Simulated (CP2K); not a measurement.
Runs of CP2K 2026.2 on Al. The typed cell holds 1 atom: a = 2.824 Å, b = 2.645 Å, c = 2.800 Å, α = 110.77°, β = 108.30°, γ = 109.45°. This isn't the form of Al at room conditions, which is fcc.

```csv
task,level,cutoff of the non-local correlation (Ry),points a segment of the path (NPOINTS),bands added on the path,gap on the mesh (eV),pressure (GPa)
single point,PBE,-,-,-,none,4.2
single point,rev-vdW-DF2,300,-,-,none,5.1
band structure,LDA,-,10,4,none,(a)
single point,BLYP,-,-,-,none,6.1
band structure,PBEsol,-,10,4,none,(b)
```

Alike in all rows: potentials or basis POTENTIAL_UZH Al GTH-PBE-q3; TZVP-MOLOPT-PBE-GTH basis; no spin polarisation; cell as given; k mesh 11 × 12 × 12; smearing fermi-dirac 0.05 eV.

Task: Estimate the missing entries.

Result: (a) 4.5; (b) 4.3.

Caveats: the basis of atomic orbitals isn't converged, which shifts pressures, moduli and gaps; the potentials were made for another functional, which shifts forces and pressure (some runs).

A gap of «none» marks a metal or a gap under the smearing width.
